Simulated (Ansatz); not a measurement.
# AlSb: the cost of one run

Program: Ansatz 0.2.0. Level of theory: DFT r²SCAN, scalar-relativistic. These are calculated values, not measurements.

### 1 The system as given

Symmetry: F-43m, No. 216, cubic system. The conventional cell has a = 6.185 Å, b = 6.185 Å, c = 6.185 Å, α = 90.00°, β = 90.00°, γ = 90.00°. Al (site symmetry -43m) has 4 Sb at 2.68 Å as nearest neighbours. Sb (site symmetry -43m) has 4 Al at 2.68 Å as nearest neighbours.

Coordinates:

```cif
data_structure
_symmetry_space_group_name_H-M 'F-43m'
_symmetry_Int_Tables_number 216
_cell_length_a 6.1850
_cell_length_b 6.1850
_cell_length_c 6.1850
_cell_angle_alpha 90.000
_cell_angle_beta 90.000
_cell_angle_gamma 90.000
_cell_volume 236.61
loop_
_atom_site_label
_atom_site_type_symbol
_atom_site_symmetry_multiplicity
_atom_site_Wyckoff_symbol
_atom_site_fract_x
_atom_site_fract_y
_atom_site_fract_z
_atom_site_occupancy
Al1 Al 4 a 0.00000 0.00000 0.00000 1
Sb1 Sb 4 d 0.25000 0.25000 0.75000 1
```

The file gives the conventional cell by its symmetry; the runs use the cell typed in the input.

Structure from a Materials Project entry, not relaxed further.

Atoms are numbered in the order of the input: Al1, Sb2.

### 2 Volume × 0.9405, PAW

Input file input.yaml:

```yaml
crystal:
  lattice:
    - [0.0, 3.029927784, 3.029927784]
    - [3.029927784, 0.0, 3.029927784]
    - [3.029927784, 3.029927784, 0.0]
  atoms:
    - { symbol: Al, position: [0.0, 0.0, 0.0] }
    - { symbol: Sb, position: [0.25, 0.25, 0.25] }
kpoints:
  mp_grid: { grid: [8, 8, 8] }
scf:
  occupations: { method: fermi_dirac, width: 0.01 }
hamiltonian:
  xc: r2scan
  pseudopotentials: { kind: paw }
output:
  forces: true
  stress: true
  eigenvalues: true
  efg: { contact_densities: true }
  write_density: true
  write_potential: true
  elf: true
  volumetric_format: npy
```

Run with:

```console
ansatz run input.yaml --threads 1 --pin off --max-ram 2048MiB --backend cpu --events-out ev --progress --plain --runs-dir out
```

**Question.** How long does this run take on 1 thread of AMD EPYC 7R43 (Zen 3), shared host, and how much memory does it need?

About 7.6 s, with a peak of 0.53 GiB.
